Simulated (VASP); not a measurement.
Write the native input for VASP 6.6.1 that does the following.

```yaml
Task: single point
Functional: PBEsol
Potentials_or_basis: VASP PAW PBE potentials, release 64 (Mn_pv, S)
Cutoff: 520 eV
k_mesh: 6 × 6 × 6
Occupations: gaussian, width 0.05 eV
Spin: collinear spin, random start
Starting_moments: "[-3.49, 0.0] μB"
Hubbard_terms: Mn d U = 4 eV
Further_INCAR_settings: ALGO = Normal; EDIFF = 1e-06
```

The structure of MnS lies in POSCAR:

```
MnS
1.0
    0.0000000000      2.6122498900      2.6122498900
    2.6122498900      0.0000000000      2.6122498900
    2.6122498900      2.6122498900      0.0000000000
Mn S
1 1
Direct
    0.0000000000      0.0000000000      0.0000000000
    0.5000000000      0.5000000000      0.5000000000
```

One way to write it, as run:

INCAR

```
PREC = Accurate
ENCUT = 520
EDIFF = 1E-6
ISMEAR = 0
SIGMA = 0.05
LREAL = False
LASPH = True
NELM = 120
ALGO = Normal
ISIF = 2
LWAVE = False
LCHARG = False
ISPIN = 2
MAGMOM = -3.49 0
LORBIT = 11
LMAXMIX = 4
LDAU = True
LDAUTYPE = 2
LDAUL = 2 -1
LDAUU = 4 0
LDAUJ = 0 0
LDAUPRINT = 1
GGA = PS
```

KPOINTS

```
Automatic mesh
0
Gamma
  6 6 6
```

Potentials or basis: VASP PAW PBE potentials, release 64 (Mn_pv, S).

Launch:

```console
$ cat potpaw_PBE.64/Mn_pv/POTCAR potpaw_PBE.64/S/POTCAR > POTCAR
$ mpirun -np 1 vasp_std > vasp.out
```

It gave:

```yaml
Pressure: -0.2 GPa
Band_gap_on_the_k_mesh: 0.52 eV, indirect (least direct gap 2.70 eV)
Net_moment: -5.00 μB per cell
Site_moments: Mn -4.59; S -0.08 μB
Valence_electrons_inside_the_program's_atomic_spheres: Mn 11.28; S 3.75
```

Caveat: the PAW data sets were made with another functional, which shifts forces and pressure a little; a cell with one magnetic atom can't hold antiferromagnetic order, which such compounds often take.

Run time: 14 s on 1 thread of AMD EPYC 9R45 96-Core Processor (Zen 5), with other jobs on the host, peak memory 0.14 GiB.
